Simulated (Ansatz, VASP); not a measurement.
# Pb in VASP and in Ansatz

```
Pb
1.0
     1.70129   -2.95564    0.00000
     1.70129    2.95564    0.00000
     0.00000    0.00000    6.50303
Pb
2
Direct
  0.34289 0.65711 0.25000
  0.65711 0.34289 0.75000
```

Alike in both runs: functional PBE; k mesh 6 × 6 × 4; occupations gaussian, width 0.1 eV; no spin polarisation.

Ansatz relaxed the structure, and its values are those at the end. VASP's run is a single point on that final structure, the one shown.

```csv
,VASP,Ansatz
version,VASP 6.6.1,Ansatz 0.2.0
potentials or method,"VASP PAW PBE potentials, release 64 (Pb_d)","scalar-relativistic, plane waves, PAW"
plane-wave cutoff (eV),520,420
valence electrons in the cell,28,28
```

VASP gave:

| Property | Result |
| --- | --- |
| gap on the k mesh at the Fermi level (eV) | none |
| pressure (GPa) | 0.0 |
| rms of the force components (eV/Å) | 0.008 |

What did Ansatz give for the same quantities?

gap on the k mesh at the Fermi level (eV): none; pressure (GPa): 0.1; rms of the force components (eV/Å): 0.008.

A gap of «none» marks a metal or a gap that the smearing closes.

Spin-orbit coupling is left out, which matters for the levels of Pb.
